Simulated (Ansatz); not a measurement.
Runs of Ansatz 0.2.0 on C. The structure is cubic, space group Fd-3m (No. 227). The conventional cell has a = 3.567 Å, b = 3.567 Å, c = 3.567 Å, α = 90.00°, β = 90.00°, γ = 90.00°. C (site symmetry -43m) has 4 C at 1.54 Å as nearest neighbours. This isn't the form of C at room conditions, which is graphite.

```csv
task,level,potentials or basis,cutoff (eV),points for each segment of the path,gap on the mesh (eV),pressure (GPa),V0 of scaled cells (Å³/atom),B0 (GPa)
single point,PBE,Ansatz PAW,300,-,4.12,(b),-,-
equation of state,rPW86-PBE,Ansatz PAW,420,-,-,-,5.79,416
band structure,PBE,Ansatz PAW polarizable,420,14,(a),(c),-,-
equation of state,PBE+D3(BJ),Ansatz PAW,420,-,-,-,5.63,442
equation of state,PBE,SSSP precision PAW,612,-,-,-,5.70,434
```

Alike in all rows: no spin polarisation; cell as given; k mesh 13 × 13 × 13; smearing fermi-dirac 0.05 eV.

Task: Estimate the missing entries.

Result: (a) 4.15; (b) 1.4; (c) 1.8.

Caveats: odd divisions of the mesh miss points on the zone boundary, where band edges often lie, so the gap on the mesh can be too wide (some runs); the pressure holds a Pulay correction of +15.2 GPa for the finite cutoff (some runs); the cutoff lies under the one recommended for these potentials (some runs); the potentials were made for another functional, which shifts forces and pressure (some runs).

A k mesh can miss the band edges.
